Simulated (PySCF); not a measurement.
# W (Im-3m) in PySCF: convergence with k mesh

Aim: find how far k mesh must go before the results for W settle, at r2SCAN. This setting moves, with any that are tied to it; all else stays.

Everything below comes from runs of PySCF 2.14.0. Logs are shortened: lines on timing, memory, paths and dates and some standing lists are left out, and cuts for length are marked.

## Step 1: The structure

The structure is cubic, space group Im-3m (No. 229). Conventional cell: a = 3.165 Å, b = 3.165 Å, c = 3.165 Å, α = 90.00°, β = 90.00°, γ = 90.00°. W (site symmetry m-3m) is surrounded by 8 W at 2.74 Å.

## Step 2: With k mesh 2 × 2 × 2

File run.py:

```python
import json
import numpy as np
from pyscf.pbc import gto, scf, dft, df

cell = gto.Cell()
cell.basis = 'DZVP-MOLOPT-SR-GTH-q14'
cell.pseudo = 'GTH-PBE-q14'
cell.fromfile('POSCAR', format='poscar')
cell.ke_cutoff = 93  # hartree
cell.exp_to_discard = 0.02
cell.precision = 1e-08
cell.space_group_symmetry = True
cell.symmorphic = False
cell.max_memory = 2940  # MB
cell.verbose = 4
cell.build()

res = {}
kpts = cell.make_kpts([2, 2, 2], space_group_symmetry=True, time_reversal_symmetry=True)
cell.space_group_symmetry = False  # the mesh holds the operations; no search on the supercells of the integral code
mf = dft.KRKS(cell, kpts, xc='r2scan')
mf = mf.multigrid_numint()
mf = mf.smearing(sigma=0.00183747, method='fermi')  # hartree
mf.conv_tol = 1e-07
mf.max_cycle = 60

mf.kernel()
res.update(converged=bool(mf.converged), e_tot=mf.e_tot, nelec=cell.nelectron, nao=cell.nao, mesh=list(map(int, cell.mesh)), a=cell.lattice_vectors().tolist(), coords=cell.atom_coords().tolist(),
           mo_energy=[np.real(x).tolist() for x in mf.mo_energy], mo_occ=[np.real(x).tolist() for x in mf.mo_occ])
res.update(e_free=mf.e_free, e_zero=mf.e_zero)
res.update(kpts=kpts.kpts_scaled_ibz.tolist(), weights=kpts.weights_ibz.tolist())
res['parts'] = {k: float(np.real(v)) for k, v in mf.scf_summary.items() if np.isscalar(v)}
json.dump(res, open('results.json', 'w'))
if not mf.converged:
    raise SystemExit('SCF not converged')

print('levels (eV)')
for i, kp in enumerate(res['kpts'][:40]):
    print('k %7.4f %7.4f %7.4f  ' % tuple(kp), ' '.join('%.3f' % (x * 27.211386) for x in res['mo_energy'][i][:12]))

mf = mf.to_khf()  # unfold to the whole mesh
kpts = mf.kpts
# Mulliken populations
dm, s = np.asarray(mf.make_rdm1()), np.asarray(mf.get_ovlp())
sites = cell.aoslice_by_atom()[:, 2:]
tot = np.einsum('kij,kji->i', dm, s).real / len(kpts)
res['mulliken'] = [cell.atom_charge(i) - tot[a0:a1].sum() for i, (a0, a1) in enumerate(sites)]
print('Mulliken charges', np.round(res['mulliken'], 5))
res['meta_lowdin'] = mf.mulliken_meta()[1].tolist()
res['done'] = True
json.dump(res, open('results.json', 'w'))
```

File POSCAR:

```
W
1.0
   -1.5823450000      1.5823450000      1.5823450000
    1.5823450000     -1.5823450000      1.5823450000
    1.5823450000      1.5823450000     -1.5823450000
W
1
Direct
    0.0000000000      0.0000000000      0.0000000000
```

Potentials or basis: DZVP-MOLOPT-SR/GTH-PBE (potentials made for PBE).

The run is started by

```bash
> OMP_NUM_THREADS=2 python -u run.py > log
```

What it wrote:

```text
Discarded 0 diffused primitive functions, 0 contracted functions
time reversal: False
k-points in IBZ                         weights
  0:  0.000000,  0.000000,  0.000000    1/8
  1:  0.500000,  0.500000, -0.000000    6/8
  2:  0.500000,  0.500000,  0.500000    1/8

******** <class 'pyscf.pbc.scf.smearing.SmearingKsymAdaptedKRKS'> ********
method = SmearingKsymAdaptedKRKS
initial guess = minao
damping factor = 0
level_shift factor = 0
DIIS = <class 'pyscf.scf.diis.CDIIS'>
diis_start_cycle = 1
diis_space = 8
diis_damp = 0
SCF conv_tol = 1e-07
SCF conv_tol_grad = None
SCF max_cycles = 60
direct_scf = True
direct_scf_tol = 1e-13

******** PBC SCF flags ********
N kpts (BZ) = 8
N kpts (IBZ) = 3
Exchange divergence treatment (exxdiv) = ewald
    madelung (= occupied orbital energy shift) = 0.3042635150200739
    Total energy shift due to Ewald probe charge = -1/2 * Nelec*madelung = -2.12984460514
DF object = <pyscf.pbc.df.fft.FFTDF object>
XC functionals = r2scan
small_rho_cutoff = 0
Uniform grid, mesh = [25 25 25]
Set gradient conv threshold to 0.000316228
nelec by numeric integration = 13.999999999999972
init E= -67.8940100681153
    sigma = 0.00183747  Optimized mu = 0.947083108345  entropy = 9.55700612956e-10
nelec by numeric integration = 13.999999999999954
    Total E(T) = -68.192193346649  Free energy = -68.1921933466508  E0 = -68.1921933466499
cycle= 1 E= -68.192193346649  delta_E= -0.298  |g|= 0.618  |ddm|= 6.26
    sigma = 0.00183747  Optimized mu = 0.861360382667  entropy = 0.000806594344232
nelec by numeric integration = 13.999999999999872
    Total E(T) = -68.2268149230924  Free energy = -68.2268164051853  E0 = -68.2268156641388
cycle= 2 E= -68.2268149230924  delta_E= -0.0346  |g|= 0.235  |ddm|= 4.17
    sigma = 0.00183747  Optimized mu = 0.880920922283  entropy = 2.52817732667e-07
nelec by numeric integration = 13.999999999999893
    Total E(T) = -68.2339997929638  Free energy = -68.2339997934283  E0 = -68.233999793196
cycle= 3 E= -68.2339997929638  delta_E= -0.00718  |g|= 0.00444  |ddm|= 1.25
    sigma = 0.00183747  Optimized mu = 0.880522967171  entropy = 2.72645929464e-07
nelec by numeric integration = 13.999999999999892
    Total E(T) = -68.2340022867988  Free energy = -68.2340022872998  E0 = -68.2340022870493
cycle= 4 E= -68.2340022867988  delta_E= -2.49e-06  |g|= 6.04e-05  |ddm|= 0.0212
    sigma = 0.00183747  Optimized mu = 0.880531364382  entropy = 2.71924068253e-07
nelec by numeric integration = 13.999999999999895
    Total E(T) = -68.2340022872838  Free energy = -68.2340022877834  E0 = -68.2340022875336
cycle= 5 E= -68.2340022872838  delta_E= -4.85e-10  |g|= 3.87e-07  |ddm|= 0.000379
    sigma = 0.00183747  Optimized mu = 0.880531331801  entropy = 2.71927510333e-07
nelec by numeric integration = 13.999999999999893
    Total E(T) = -68.2340022872838  Free energy = -68.2340022877835  E0 = -68.2340022875336
Extra cycle  E= -68.2340022872838  delta_E= -1.42e-14  |g|= 1.56e-07  |ddm|= 2.49e-06
converged SCF energy = -68.2340022872838
levels (eV)
k  0.0000  0.0000  0.0000   -54.221 -17.244 -17.244 -17.244 12.372 21.092 21.092 21.092 25.188 25.188 39.129 39.129
k  0.5000  0.5000 -0.0000   -54.073 -18.582 -17.682 -17.249 15.913 18.652 22.999 24.922 26.011 28.707 34.117 36.007
k  0.5000  0.5000  0.5000   -53.965 -18.187 -18.187 -18.187 16.552 16.552 27.732 27.732 27.732 31.315 31.315 31.315
Mulliken charges [-0.]
 ** Mulliken pop on meta-lowdin orthogonal AOs **
 ** Mulliken pop  **
pop of  0 W 5s            1.99654
pop of  0 W 6s            0.51317
pop of  0 W 7s            0.00068
pop of  0 W 5px           1.99977
pop of  0 W 5py           1.99977
pop of  0 W 5pz           1.99977
pop of  0 W 6px           0.49814
pop of  0 W 6py           0.49814
pop of  0 W 6pz           0.49814
pop of  0 W 5dxy          1.02918
pop of  0 W 5dyz          1.02918
pop of  0 W 5dz^2         0.45065
pop of  0 W 5dxz          1.02918
pop of  0 W 5dx2-y2       0.45065
pop of  0 W 6dxy          0.00017
pop of  0 W 6dyz          0.00017
pop of  0 W 6dz^2         0.00012
pop of  0 W 6dxz          0.00017
pop of  0 W 6dx2-y2       0.00012
pop of  0 W 5f-3          0.00113
pop of  0 W 5f-2          0.00015
pop of  0 W 5f-1          0.00091
pop of  0 W 5f+0          0.00147
pop of  0 W 5f+1          0.00091
pop of  0 W 5f+2          0.00056
pop of  0 W 5f+3          0.00113
 ** Mulliken atomic charges  **
charge of    0W =     -0.00000
```

Wall time 62 s (2 threads of Intel Xeon at 2.70GHz, shared host); peak memory 0.57 GiB.

Results:

| Item | Value |
| --- | --- |
| Free energy | -1856.7418 eV |
| Band gap on the k mesh | none (metal or under the smearing width) |

## Step 3: With k mesh 3 × 3 × 3

run.py: that of step 2 with these lines changed.

```diff
@@ -18,3 +18,3 @@
 res = {}
-kpts = cell.make_kpts([2, 2, 2], space_group_symmetry=True, time_reversal_symmetry=True)
+kpts = cell.make_kpts([3, 3, 3], space_group_symmetry=True, time_reversal_symmetry=True)
 cell.space_group_symmetry = False  # the mesh holds the operations; no search on the supercells of the integral code
```

POSCAR is that of step 2.

Potentials or basis: DZVP-MOLOPT-SR/GTH-PBE (potentials made for PBE).

The run is started by

```bash
> OMP_NUM_THREADS=2 python -u run.py > log
```

It took 76 s on 2 threads of Intel Xeon at 2.70GHz, shared host; peak memory 0.82 GiB.

Results (log left out):

```yaml
Free_energy: -1856.8078 eV
Band_gap_on_the_k_mesh: none (metal or under the smearing width)
```

## Step 4: With k mesh 4 × 4 × 4

run.py: that of step 3 with these lines changed.

```diff
@@ -18,3 +18,3 @@
 res = {}
-kpts = cell.make_kpts([3, 3, 3], space_group_symmetry=True, time_reversal_symmetry=True)
+kpts = cell.make_kpts([4, 4, 4], space_group_symmetry=True, time_reversal_symmetry=True)
 cell.space_group_symmetry = False  # the mesh holds the operations; no search on the supercells of the integral code
```

POSCAR is that of step 3.

The run is started by

```bash
> OMP_NUM_THREADS=2 python -u run.py > log
```

Run time: 2.5 min. Hardware: 2 threads of Intel Xeon at 2.70GHz, shared host; peak memory 1.7 GiB.

The run converged. Its results:

```yaml
Free_energy: -1857.0604 eV
Band_gap_on_the_k_mesh: none (metal or under the smearing width)
```

## Step 5: With k mesh 5 × 5 × 5

run.py: that of step 4 with these lines changed.

```diff
@@ -18,3 +18,3 @@
 res = {}
-kpts = cell.make_kpts([4, 4, 4], space_group_symmetry=True, time_reversal_symmetry=True)
+kpts = cell.make_kpts([5, 5, 5], space_group_symmetry=True, time_reversal_symmetry=True)
 cell.space_group_symmetry = False  # the mesh holds the operations; no search on the supercells of the integral code
```

POSCAR is that of step 4.

The run is started by

```bash
> OMP_NUM_THREADS=2 python -u run.py > log
```

Run time: 4.5 min. Hardware: 2 threads of Intel Xeon at 2.70GHz, shared host; peak memory 2.8 GiB.

It converged, with:

| Property | Result |
| --- | --- |
| Free energy | -1857.2935 eV |
| Band gap on the k mesh | none (metal or under the smearing width) |

## Step 6: Summary

| k mesh | energy less the tightest run, at zero smearing (meV/atom) | SCF cycles | CPU time (s) | peak memory (GiB) |
| --- | --- | --- | --- | --- |
| 2 × 2 × 2 | 550.37 | 5 | 120 | 0.57 |
| 3 × 3 × 3 | 499.42 | 5 | 150 | 0.82 |
| 4 × 4 × 4 | 231.83 | 5 | 280 | 1.7 |
| 5 × 5 × 5 | 0.00 | 5 | 490 | 2.8 |

Not settled before the last step: the energy (to 1 meV/atom). Meshes of other sizes hit other points, so gaps and Fermi surfaces needn't settle smoothly. The tightest run that finished is the yardstick and may itself not be fully converged.

Caveats: all runs use coarse meshes; meta-GGAs need a finer uniform grid than this; the basis of atomic orbitals isn't converged, which shifts pressures, moduli and gaps.
